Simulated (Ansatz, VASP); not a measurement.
**One calculation of TePb, two programs**

```
Te Pb
1.0
     3.67718    0.00000    0.00000
     0.00000    3.67718    0.00000
     0.00000    0.00000    3.67718
Te Pb
1 1
Cartesian
  1.8386 1.8386 1.8386
  0.0000 0.0000 0.0000
```

Alike in both runs: functional PBE; k mesh 12 × 12 × 12; occupations fermi-dirac, width 0.1 eV; no spin polarisation.

Ansatz relaxed the structure, and its values are those at the end. VASP's run is a single point on that final structure, the one shown.

|  | VASP | Ansatz |
| --- | --- | --- |
| version | VASP 6.6.1 | Ansatz 0.2.0 |
| potentials or method | VASP PAW PBE potentials, release 64 (Te, Pb_d) | scalar-relativistic, plane waves, PAW |
| plane-wave cutoff (eV) | 520 | 420 |
| valence electrons in the cell | 20 | 30 |

|  | VASP | Ansatz | Ansatz less VASP |
| --- | --- | --- | --- |
| gap on the k mesh at the Fermi level (eV) | none | none | - |
| pressure (GPa) | 17.5 | 17.6 | +0.06 |

A gap of «none» marks a metal or a gap that the smearing closes. The two sets of potentials don't hold the same shells in valence.

Caveats: so large a pressure means that the cell lies far from this level's equilibrium, or that cutoff or potentials fall short (VASP). The runs have no spin-orbit coupling, so splittings on Pb, Te are missing.
